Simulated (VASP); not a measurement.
# W (Fm-3m) in VASP: notebook, part 2 of 2

VASP 6.6.1. Earlier steps stand in the parts before.

### Step 6. Single point, PBE

INCAR

```
SYSTEM = W
  ADDGRID = .FALSE.
  ALGO = Normal
  EDIFF = 1E-7
  ENCUT = 400
  GGA = PE
  ISIF = 2
  ISMEAR = -1
  LASPH = .TRUE.
  LCHARG = .FALSE.
  LREAL = .FALSE.
  LWAVE = .FALSE.
  NBANDS = 13
  NELM = 100
  PREC = Accurate
  SIGMA = 0.15
```

KPOINTS

```
k-points
0
G
  15 15 15
  0 0 0
```

POSCAR

```
W
1.0
    0.0000000000      2.0300000000      2.0300000000
    2.0300000000      0.0000000000      2.0300000000
    2.0300000000      2.0300000000      0.0000000000
W
1
Direct
    0.0000000000      0.0000000000      0.0000000000
```

Potentials or basis: VASP PAW PBE potentials, release 64 (W_sv).

On the command line:

```console
cat potpaw_PBE.64/W_sv/POTCAR > POTCAR
mpirun -np 1 vasp_std > vasp.out
```

OUTCAR:

```text
SYSTEM = W
   EDIFF = 1E-7
   ENCUT = 400
   GGA = PE
   ISIF = 2
   ISMEAR = -1
   LASPH = .TRUE.
   LREAL = .FALSE.
   NELM = 100
   PREC = Accurate

 Found    120 irreducible k-points:

 Following reciprocal coordinates:
            Coordinates               Weight
  0.000000  0.000000  0.000000      1.000000
  0.066667  0.000000  0.000000      8.000000
  0.133333  0.000000  0.000000      8.000000
  0.200000  0.000000  0.000000      8.000000
  0.266667  0.000000  0.000000      8.000000
  0.333333  0.000000  0.000000      8.000000
   k-points           NKPTS =    120   k-points in BZ     NKDIM =    120   number of bands    NBANDS=     13
   number of dos      NEDOS =    301   number of ions     NIONS =      1
   total plane-waves  NPLWV =   8000
   dimension x,y,z NGX =    20 NGY =   20 NGZ =   20
   dimension x,y,z NGXF=    40 NGYF=   40 NGZF=   40
   ions per type =               1
   NGX,Y,Z   is equivalent  to a cutoff of  11.58, 11.58, 11.58 a.u.
   NGXF,Y,Z  is equivalent  to a cutoff of  23.16, 23.16, 23.16 a.u.
 SYSTEM =  W
   PREC   = accura    normal or accurate (medium, high low for compatibility)
   ISTART =      0    job   : 0-new  1-cont  2-samecut
   ICHARG =      2    charge: 1-file 2-atom 10-const
   ISPIN  =      1    spin polarized calculation?
   LNONCOLLINEAR =      F non collinear calculations
   LSORBIT =      F    spin-orbit coupling
   LASPH  =      T    aspherical Exc in radial PAW
[... 67 lines left out ...]
      9      12.7356      0.00000
     10      12.7356      0.00000
     11      22.9859      0.00000
     12      28.1118      0.00000
     13      28.1118      0.00000
[... 66 lines left out ...]
  band No.  band energies     occupation
      1     -63.4058      2.00000
      2     -27.9506      2.00000
      3     -27.2419      2.00000
      4     -27.2419      2.00000
      5       4.3621      2.00000
      6       9.0936      1.99916
      7       9.8507      1.87726
      8       9.8507      1.87726
      9      13.7355      0.00000
     10      13.7355      0.00000
     11      21.9024      0.00000
     12      25.5426      0.00000
     13      31.8259      0.00000

 [... further k-points ...]

------------------------ aborting loop because EDIFF is reached ----------------------------------------

  FORCE on cell =-STRESS in cart. coord.  units (eV):
  Direction    XX          YY          ZZ          XY          YZ          ZX
  --------------------------------------------------------------------------------------
  -------------------------------------------------------------------------------------
  Total       -0.4139528     -0.4139528     -0.4139528      0.0000000     -0.0000000      0.0000000
  in kB      -39.6408775    -39.6408775    -39.6408775      0.0000000     -0.0000000      0.0000000
  external PRESSURE =     -39.6408775 kB  Pullay stress =       0.0000000 kB

 VOLUME and BASIS-vectors are now :
 -----------------------------------------------------------------------------
  energy-cutoff  :      400.00
  volume of cell :       16.73
      direct lattice vectors                 reciprocal lattice vectors
     0.000000000  2.030000000  2.030000000    -0.246305419  0.246305419  0.246305419
     2.030000000  0.000000000  2.030000000     0.246305419 -0.246305419  0.246305419
     2.030000000  2.030000000  0.000000000     0.246305419  0.246305419 -0.246305419

 POSITION                                       TOTAL-FORCE (eV/Angst)
 -----------------------------------------------------------------------------------
      0.00000      0.00000      0.00000         0.000000      0.000000      0.000000
 -----------------------------------------------------------------------------------
    total drift:                                0.000000      0.000000      0.000000

  FREE ENERGIE OF THE ION-ELECTRON SYSTEM (eV)
  ---------------------------------------------------
  free  energy   TOTEN  =       -12.5149143782 eV

  energy  without entropy=      -12.4287322602  energy(sigma->0) =      -12.47182332
```

OSZICAR:

```text
N       E                     dE             d eps       ncg     rms          rms(c)
DAV:   1     0.717095942072E+02    0.71710E+02   -0.64422E+03  3165   0.103E+03
DAV:   2    -0.118125997074E+02   -0.83522E+02   -0.80454E+02  3455   0.276E+02
DAV:   3    -0.131430586084E+02   -0.13305E+01   -0.13254E+01  3410   0.352E+01
DAV:   4    -0.131485622910E+02   -0.55037E-02   -0.55035E-02  3515   0.247E+00
DAV:   5    -0.131486137613E+02   -0.51470E-04   -0.51469E-04  3535   0.221E-01    0.183E+01
DAV:   6    -0.126423289500E+02    0.50628E+00   -0.44659E-01  3330   0.874E+00    0.698E+00
DAV:   7    -0.125191719356E+02    0.12316E+00   -0.20985E-01  3475   0.564E+00    0.591E-01
DAV:   8    -0.125149489421E+02    0.42230E-02   -0.39973E-03  3140   0.794E-01    0.704E-02
DAV:   9    -0.125149144889E+02    0.34453E-04   -0.94899E-05  3730   0.109E-01    0.398E-02
DAV:  10    -0.125149137621E+02    0.72680E-06   -0.97662E-06  3355   0.405E-02    0.675E-03
DAV:  11    -0.125149145130E+02   -0.75084E-06   -0.14861E-07  2713   0.448E-03    0.531E-04
DAV:  12    -0.125149143708E+02    0.14217E-06   -0.85448E-09  1850   0.109E-03    0.838E-05
DAV:  13    -0.125149143782E+02   -0.74360E-08   -0.92809E-10  1640   0.377E-04
   1 F= -.12514914E+02 E0= -.12471823E+02  d E =-.861821E-01
```

It took 11 s on 1 thread of Intel Xeon Platinum 8488C (Sapphire Rapids), shared host; peak memory 0.13 GiB.

The run converged, but some of its settings lie outside the range that counts as converged, so its numbers aren't taken as properties of the crystal.

What came out:

| Quantity | Value |
| --- | --- |
| Free energy | -12.5149 eV |
| Pressure | -4.0 GPa |
| Band gap on the k mesh | none (metal or under the smearing width) |

### Step 7. For comparison

An earlier run on the cell as given: functional PBEsol; potentials or basis VASP PAW PBE potentials, release 64 (W_sv); cutoff 520 eV; k mesh 11 × 11 × 11; occupations fermi-dirac, width 0.05 eV; no spin polarisation.

* Pressure: -12.3 GPa
* Band gap on the k mesh: none (metal or under the smearing width)
